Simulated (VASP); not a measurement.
# MnO: kinetic-energy density

MnO, Fm-3m (no. 225), 2 atoms in the cell. PBE; PAW potentials Mn_pv, O (PBE set).

## Input

INCAR:
```
PREC     = Accurate       # precision mode
ENCUT    = 520            # plane-wave cutoff, eV
EDIFF    = 1E-7           # SCF threshold, eV
ISMEAR   = 0              # smearing method
SIGMA    = 0.02           # smearing width, eV
LREAL    = F              # projectors in reciprocal space
LASPH    = T              # aspherical terms in the spheres
ALGO     = Normal         # electronic algorithm
NELM     = 100            # most SCF steps
ISIF     = 2              # what is computed and relaxed
LWAVE    = F              # write WAVECAR
LCHARG   = T              # write CHGCAR
ISPIN    = 2              # spin polarisation
MAGMOM   = 4 0            # initial moments
LORBIT   = 11             # projections on sites
LMAXMIX  = 4              # l up to which the mixer works
LTAU     = T             
```

KPOINTS:
```
k-points
0
Gamma
  9 9 9
```

POSCAR:
```
MnO
1.0
    0.0000000000      2.2239077028      2.2239077028
    2.2239077028      0.0000000000      2.2239077028
    2.2239077028      2.2239077028      0.0000000000
Mn O
1 1
Direct
    0.0000000000      0.0000000000      0.0000000000
    0.5000000000      0.5000000000      0.5000000000
```

Commands:
```
cat potpaw_PBE.64/Mn_pv/POTCAR potpaw_PBE.64/O/POTCAR > POTCAR
mpirun -np 1 vasp_std > vasp.out
```

## Result

- Kinetic energy of the pseudo orbitals (eV): 246.05

VASP 6.6.1 took 17 s on 1 core (AMD EPYC 9R45 (Zen 5)), a shared host.
